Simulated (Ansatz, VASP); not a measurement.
## HfB in VASP and in Ansatz

The input INCAR:

```
PREC = Accurate
ENCUT = 520
EDIFF = 1E-6
ISMEAR = 0
SIGMA = 0.15
LREAL = F
LASPH = T
NELM = 100
ALGO = Fast
ISIF = 2
LWAVE = F
LCHARG = T
GGA = PE
LELF = T
LVHAR = T
NBANDS = 14
```

File KPOINTS:

```
regular mesh
0
Gamma
  16 16 16
```

Contents of POSCAR:

```
HfB
1.0
    0.0000000000      2.4168788130      2.4168788130
    2.4168788130      0.0000000000      2.4168788130
    2.4168788130      2.4168788130      0.0000000000
Hf B
1 1
Direct
    0.4990139328      0.5009860672      0.5009860672
    0.0162813294     -0.0162813294     -0.0162813294
```

Input for Ansatz:

```yaml
crystal:
  lattice:
    - [0.0, 2.416878813, 2.416878813]
    - [2.416878813, 0.0, 2.416878813]
    - [2.416878813, 2.416878813, 0.0]
  atoms:
    - { symbol: Hf, position: [0.4990139328, 0.5009860672, 0.5009860672] }
    - { symbol: B, position: [0.0162813294, -0.0162813294, -0.0162813294] }
basis:
  ecutwfc: 520.0
kpoints:
  mp_grid: { grid: [16, 16, 16] }
hamiltonian:
  xc: pbe
scf:
  occupations: { method: gaussian, width: 0.15 }
output:
  forces: true
  stress: true
  eigenvalues: true
  write_density: true
  write_potential: true
  elf: true
  volumetric_format: npy
```

Change from the starting cell: mode 4 frozen in at -0.079 Å and mode 6 at +0.000 Å (largest displacements).

Alike in both runs: task single point; functional PBE; k mesh 16 × 16 × 16; occupations gaussian, width 0.15 eV; no spin polarisation.

|  | VASP | Ansatz |
| --- | --- | --- |
| version | VASP 6.6.1 | Ansatz 0.2.0 |
| potentials or method | VASP PAW PBE potentials, release 64 (Hf_pv, B) | scalar-relativistic, plane waves, PAW |
| plane-wave cutoff (eV) | 520 | 520 |
| valence electrons in the cell | 13 | 29 |

Ansatz gave:

| Item | Value |
| --- | --- |
| gap on the k mesh at the Fermi level (eV) | none |
| pressure (GPa) | 0.4 |
| largest component of the traceless stress (GPa) | 1.00 |
| rms of the force components (eV/Å) | 0.385 |

Which values does VASP return?

gap on the k mesh at the Fermi level (eV): none; pressure (GPa): 0.5; largest component of the traceless stress (GPa): 1.02; rms of the force components (eV/Å): 0.384.

Atom by atom the forces differ by 0.001 eV/Å (rms over components). A gap of «none» marks a metal or a gap that the smearing closes. The functional is the same, so the differences come from potentials, cutoffs and numerics. The two sets of potentials don't hold the same shells in valence.

The runs have no spin-orbit coupling, so splittings on Hf are missing.
